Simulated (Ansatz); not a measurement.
A Ga8N7 cell: a crystal with N atoms taken out, relaxed.

```
CELL_PARAMETERS angstrom
-3.18569 -0.00941 -5.15628
-3.18557 0.00793 5.15621
3.18691 5.50501 0.00925
ATOMIC_POSITIONS crystal
Ga 0.16827 0.16651 0.33587
Ga 0.65704 0.67273 0.33079
Ga 0.16737 0.16589 0.83392
Ga 0.66686 0.66531 0.83399
Ga 0.09139 0.58594 0.17132
Ga 0.58393 0.07832 0.17087
Ga 0.08196 0.58382 0.66708
Ga 0.58102 0.07523 0.65774
N 0.97945 0.35439 0.33523
N 0.47776 0.85445 0.83368
N 0.97809 0.35488 0.83398
N 0.89697 0.77235 0.16940
N 0.39582 0.27124 0.16935
N 0.89093 0.77239 0.66472
N 0.39670 0.27054 0.66851
```

Level of theory: Ansatz, DFT PBEsol, scalar-relativistic, plane waves, PAW.

Cutoff 420 eV; k points 7×7×6 on the computed 15-atom cell (Γ-centred); Gaussian smearing, width 0.10 eV; no spin polarisation.

Describe its local order.

Counting as bonded all pairs within 1.2 times the summed covalent radii, but none from a metal cation to another cation:

```json
{"atom → neighbour": "Ga → N", "mean count": "3.50", "mean length (Å)": "1.95", "spread (Å)": "0.01"}
{"atom → neighbour": "N → Ga", "mean count": "4.00", "mean length (Å)": "1.95", "spread (Å)": "0.01"}
```

Angles between all pairs of such bonds at an atom (mean ± spread): 109 ± 1° at Ga, 110 ± 1° at N.

Does it have a gap?

It has no gap on the mesh. Levels at Γ next to the Fermi level (eV from it): -3.68, -3.43, -3.14, -2.66, -2.50, -2.43, 0.68, 1.27, 1.94, 2.05, 2.24, 2.27. It lies 0.39 eV/atom below the elements' standard states (static lattices, no corrections for gases).

The final mesh leaves forces up to 0.15 eV/Å and stresses up to 0.4 GPa: the relaxation ran on a coarser mesh, so the cell's shape, its bonds and its energy belong partly to that mesh.

Cost: 2 runs of about 7.4 core-minutes in all (earlier runs that led there not counted), on Intel Xeon Platinum 8375C (Ice Lake) (shared hosts).